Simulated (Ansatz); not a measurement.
System: chalcopyrite CuInS2. Method: PBE-D4 in Ansatz (plane waves, PAW).

Numerical settings: plane-wave cutoff 520 eV, 10×10×10 k mesh, Fermi–Dirac smearing 0.01 eV, no spin polarisation, scalar-relativistic PAW data made under PBE.

Computed points:

| V (Å³/atom) | E − E_lowest (meV/atom) |
|---|---|
| 20.159 | 8.28 |
| 20.579 | 1.98 |
| 20.999 | 0.00 |
| 21.419 | 1.86 |
| 21.839 | 7.12 |

**Question.** Estimate the bulk modulus and its pressure derivative from these points.

**Answer.** V0 = 20.997 Å³/atom, B0 = 73.1 GPa, B′ = 5.0 (fit to the energies at full precision).

Shape and atoms are relaxed at each volume.

Note: the bulk modulus comes from volumes at which shape and atoms were relaxed.

Spin–orbit coupling is not included.

Static lattice: no zero-point or thermal effects.

Ansatz is an electronic-structure program.
